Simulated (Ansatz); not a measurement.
# FeSi (Pm-3m): energy and pressure against volume

The task here is to estimate one member of a computed series from the others.

Program: Ansatz 0.2.0. Level of theory: DFT PBEsol, scalar-relativistic, plane waves, PAW. These are calculated values, not measurements.

## The starting structure

Symmetry: Pm-3m, No. 221, cubic system. Conventional cell: a = 2.732 Å, b = 2.732 Å, c = 2.732 Å, α = 90.00°, β = 90.00°, γ = 90.00°. Around Fe (site symmetry m-3m) lie 8 Si at 2.37 Å. Si (site symmetry m-3m) has 8 Fe at 2.37 Å as nearest neighbours.

Structure file:

```cif
data_structure
_symmetry_space_group_name_H-M 'P 1'
_symmetry_Int_Tables_number 1
_cell_length_a 2.7320
_cell_length_b 2.7320
_cell_length_c 2.7320
_cell_angle_alpha 90.000
_cell_angle_beta 90.000
_cell_angle_gamma 90.000
_cell_volume 20.39
loop_
_atom_site_label
_atom_site_type_symbol
_atom_site_fract_x
_atom_site_fract_y
_atom_site_fract_z
_atom_site_occupancy
Fe1 Fe 0.00000 0.00000 0.00000 1
Si1 Si 0.50000 0.50000 0.50000 1
```

This cell comes from an earlier session at PBEsol: 10.196 Å³/atom at 0.00 GPa, on a 16×16×16 mesh.

The first run:

input.yaml reads:

```yaml
crystal:
  lattice:
    - [2.6951191537, 0.0, 0.0]
    - [0.0, 2.6951191537, 0.0]
    - [0.0, 0.0, 2.6951191537]
  atoms:
    - { symbol: Fe, position: [0.0, 0.0, 0.0] }
    - { symbol: Si, position: [0.5, 0.5, 0.5] }
basis:
  ecutwfc: 420
  ecutrho_ratio: 4
kpoints:
  mp_grid: { grid: [16, 16, 16] }
hamiltonian:
  xc: pbesol
scf:
  occupations: { method: gaussian, width: 0.05 }
output:
  forces: true
  stress: true
  eigenvalues: true
```

Run with:

```
$ ansatz run input.yaml --threads 1 --pin off --max-ram 2560MiB --backend cpu --events-out ev --progress --plain --runs-dir out
```

Steps of the session up to this table: Volume × 0.96; Volume × 1.04; Volume × 0.92; Volume × 0.88; Volume × 0.84; Volume × 0.8; Volume × 0.76; Volume × 0.72.

One of the session's tables, all rows but one given; the rest of the session is left out.

```
volume (Å³/atom)  energy above the lowest (meV/atom)  pressure (GPa)
           7.341                              1161.7           176.4
           7.749                               773.1           130.7
           8.157                               488.0            94.6
           8.565                                   ?               ?
           8.973                               146.6            43.6
           9.380                                59.6            25.5
           9.788                                13.7            11.3
          10.196                                 0.0             0.0
          10.604                                12.6            -9.5
```

Estimate the missing values for volume (Å³/atom) = 8.565.

Worked estimate for «energy above the lowest (meV/atom)». A straight line through the neighbours (8.157, 488.0) and (8.973, 146.6) gives 488.0 + (146.6 − 488.0) × (8.565 − 8.157) / (8.973 − 8.157) = 317.3; a parabola fitted to 4 rows on both sides gives 284.3.

**Answer.** energy above the lowest (meV/atom): 285.1; pressure (GPa): 66.0. In «energy above the lowest (meV/atom)» the line misses by +32.2 and the parabola by -0.8.

Caveats from the session: The k mesh is not the same at all volumes. Other structures may be lower in enthalpy at these pressures.
